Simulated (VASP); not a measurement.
Here is a VASP 6.6.1 calculation.

Contents of INCAR:

```
SYSTEM = Nd
PREC     = Accurate       ! precision mode
ENCUT    = 600            ! plane-wave cutoff, eV
EDIFF    = 1E-6           ! SCF threshold, eV
ISMEAR   = 0              ! smearing method
SIGMA    = 0.1            ! smearing width, eV
LREAL    = .False.        ! projectors in reciprocal space
LASPH    = .True.         ! aspherical terms in the spheres
NELM     = 100            ! most SCF steps
ALGO     = Normal         ! electronic algorithm
ISIF     = 3              ! what is computed and relaxed
LWAVE    = .False.        ! write WAVECAR
LCHARG   = .False.        ! write CHGCAR
ISPIN    = 2              ! spin polarisation
MAGMOM   = 3              ! initial moments
LORBIT   = 11             ! projections on sites
LMAXMIX  = 6              ! l up to which the mixer works
LDAU     = .True.         ! DFT+U
LDAUTYPE = 2            
LDAUL    = 3              ! shell
LDAUU    = 8              ! U, eV
LDAUJ    = 1            
LDAUPRINT= 1            
GGA      = RE             ! functional
IVDW     = 13             ! dispersion correction
IBRION   = 2              ! ionic algorithm
NSW      = 40             ! ionic steps
EDIFFG   = -0.005         ! ionic threshold
PSTRESS  = 20           
NBANDS   = 8              ! bands
```

The input KPOINTS:

```
regular mesh
0
Gamma
  9 9 9
  0 0 0
```

Contents of POSCAR:

```
Nd
1.0
   -2.0754700287      2.0754700287      2.0754700287
    2.0754700287     -2.0754700287      2.0754700287
    2.0754700287      2.0754700287     -2.0754700287
Nd
1
Cartesian
    0.0000000000      0.0000000000      0.0000000000
```

Potentials or basis: VASP PAW PBE potentials, release 64 (Nd_3), 4f in core.

Command:

```console
$ cat potpaw_PBE.64/Nd_3/POTCAR > POTCAR
$ mpirun -np 1 vasp_std > vasp.out
```

(1) Predict the net moment.

(2) Estimate the dispersion energy per atom.

(3) What does it give for the site moments?

Results:

(1) 0.34 μB per cell.

(2) -0.320 eV.

(3) Nd +0.17 μB.

Caveat: the magnetic or orbital state may not be the lowest; the cell is relaxed towards a set pressure, so the enthalpy falls and the energy may rise; U is put on an f shell that these potentials keep in the core, so it has next to no effect.
